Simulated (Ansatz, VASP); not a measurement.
## C: VASP beside Ansatz

The input INCAR:

```
SYSTEM = C
PREC     = Accurate       ! precision mode
ENCUT    = 520            ! plane-wave cutoff, eV
EDIFF    = 1E-6           ! SCF threshold, eV
ISMEAR   = 0              ! smearing method
SIGMA    = 0.05           ! smearing width, eV
LREAL    = .False.        ! projectors in reciprocal space
LASPH    = .True.         ! aspherical terms in the spheres
NELM     = 60             ! most SCF steps
ALGO     = Normal         ! electronic algorithm
ISIF     = 2              ! what is computed and relaxed
LWAVE    = .False.        ! write WAVECAR
LCHARG   = .False.        ! write CHGCAR
GGA      = PS             ! functional
NBANDS   = 11             ! bands
```

KPOINTS

```
Automatic mesh
0
Gamma
  15 15 15
  0 0 0
```

Contents of POSCAR:

```
C
1.0
    1.2587270051      0.7267263753      3.2633355684
   -1.2587270051      0.7267263753      3.2633355684
    0.0000000000     -1.4534527505      3.2633355684
C
2
Direct
    0.1640000000      0.1640000000      0.1640000000
    0.8360000000      0.8360000000      0.8360000000
```

Input for Ansatz:

```yaml
crystal:
  lattice:
    - [1.2587270051, 0.7267263753, 3.2633355684]
    - [-1.2587270051, 0.7267263753, 3.2633355684]
    - [0.0, -1.4534527505, 3.2633355684]
  atoms:
    - { symbol: C, position: [0.164, 0.164, 0.164] }
    - { symbol: C, position: [0.836, 0.836, 0.836] }
basis:
  ecutwfc: 420
kpoints:
  mp_grid: { grid: [15, 15, 15] }
hamiltonian:
  xc: pbesol
scf:
  occupations: { method: gaussian, width: 0.05 }
output:
  forces: true
  stress: true
  eigenvalues: true
```

Change from the starting cell: strain +0.025 along x and y, -0.025 along z, atoms carried along.

Alike in both runs: task single point; functional PBEsol; k mesh 15 × 15 × 15; occupations gaussian, width 0.05 eV; no spin polarisation.

|  | VASP | Ansatz |
| --- | --- | --- |
| version | VASP 6.6.1 | Ansatz 0.2.0 |
| potentials or method | VASP PAW PBE potentials, release 64 (C) | scalar-relativistic, plane waves, PAW |
| plane-wave cutoff (eV) | 520 | 420 |
| valence electrons in the cell | 8 | 8 |

Ansatz gave:

| Item | Value |
| --- | --- |
| gap on the k mesh at the Fermi level (eV) | 0.87 |
| least direct gap on the mesh (eV) | 0.90 |
| pressure (GPa) | -17.9 |
| largest component of the traceless stress (GPa) | 19.62 |
| rms of the force components (eV/Å) | 0.480 |

Q: Estimate VASP's values.

A: gap on the k mesh at the Fermi level (eV): 0.87; least direct gap on the mesh (eV): 0.90; pressure (GPa): -17.3; largest component of the traceless stress (GPa): 18.96; rms of the force components (eV/Å): 0.477.

Atom by atom the forces differ by 0.003 eV/Å (rms over components).

Caveats: so large a pressure means that the cell lies far from this level's equilibrium, or that cutoff or potentials fall short (VASP); the potentials were made for another functional, which shifts forces and pressure (VASP); an odd mesh through Γ misses points on the zone boundary, where band edges often lie.
